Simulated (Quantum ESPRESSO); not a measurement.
The system is NiO.

```
Ni O
1.0
     0.00000    2.08590    2.08590
     2.08590    0.00000    2.08590
     2.08590    2.08590    0.00000
Ni O
1 1
Direct
  0.00000 0.00000 0.00000
  0.50000 0.50000 0.50000
```

Base run:

| Quantity | Value |
| --- | --- |
| Program | Quantum ESPRESSO 7.5 |
| Functional | vdW-DF2 |
| Potentials or basis | PseudoDojo 0.4.1 SR PBE standard |
| Cutoff | 1333 eV |
| Density cutoff | 5333 eV |
| k mesh | 11 × 11 × 11 |
| Occupations | fermi-dirac, width 0.05 eV |
| Spin | collinear spin, ferromagnetic start |
| Starting moments | [1.0, 0.0] μB |

Its results: band gap on the k mesh none (metal or under the smearing width); pressure 12.7 GPa; net moment 0.00 μB per cell.

Problem. The run is repeated on the same cell with these changes: functional from vdW-DF2 to vdW-DF. What comes out?

Solution. Band gap on the k mesh none (metal or under the smearing width); pressure 5.9 GPa; net moment 0.00 μB per cell.

Caveats: the potentials were made for another functional, which shifts forces and pressure; semilocal functionals often make such compounds metallic where correlation or magnetic order opens a gap, which also shifts bond lengths.
